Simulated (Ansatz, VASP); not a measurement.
Two plane-wave programs on C

```
C
1.0
     0.00000    1.78340    1.78340
     1.78340    0.00000    1.78340
     1.78340    1.78340    0.00000
C
2
Direct
  0.50000 0.50000 0.50000
  0.75000 0.75000 0.75000
```

This isn't the form of C at room conditions, which is graphite.

Alike in both runs: task single point; functional r2SCAN; k mesh 12 × 12 × 12; occupations gaussian, width 0.05 eV; no spin polarisation.

|  | VASP | Ansatz |
| --- | --- | --- |
| version | VASP 6.6.1 | Ansatz 0.2.0 |
| potentials or method | VASP PAW PBE potentials, release 64 (C) | scalar-relativistic, plane waves, PAW |
| plane-wave cutoff (eV) | 520 | 500 |
| valence electrons in the cell | 8 | 8 |

VASP gave:

- gap on the k mesh at the Fermi level (eV): 4.34
- least direct gap on the mesh (eV): 5.84
- pressure (GPa): -1.4

Question: Which values does Ansatz return?

Answer: gap on the k mesh at the Fermi level (eV): 4.37; least direct gap on the mesh (eV): 5.88; pressure (GPa): -2.4.

Caveats: the PAW data sets were made with another functional, which shifts forces and pressure a little (VASP).
